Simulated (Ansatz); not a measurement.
# Sn in Ansatz: the effect of functional

The system is Sn.

```
Sn
1.0
    -1.71495    1.76363    2.32265
     1.71495   -1.76363    2.32265
     1.71495    1.76363   -2.32265
Sn
1
Direct
  0.00000 0.00000 0.00000
```

This isn't the form of Sn at room conditions, which is tetragonal (white tin).

The cell isn't the ideal one: volume scaled by 0.98.

Alike in all runs:

| Property | Result |
| --- | --- |
| Program | Ansatz 0.2.0 |
| Task | single point |
| Potentials or basis | Ansatz PAW |
| k mesh | 11 × 11 × 11 |
| Occupations | fermi-dirac, width 0.05 eV |
| Spin | no spin polarisation |

| functional | cutoff | pressure (GPa) |
| --- | --- | --- |
| LDA | 420 eV (not typed: the program's choice for these potentials) | -4.0 |
| PBEsol | 420 eV (not typed: the program's choice for these potentials) | -2.8 |
| r2SCAN | 500 eV (not typed: the program's choice for these potentials) | ? |

Problem. What does the run with functional r2SCAN give?

Solution. Pressure -1.3 GPa.

Caveats: the PAW data sets come from PBE, with cores solved anew for the run's functional, which leaves a small shift of forces and pressure.

Runs at the PBE level aren't shown here.
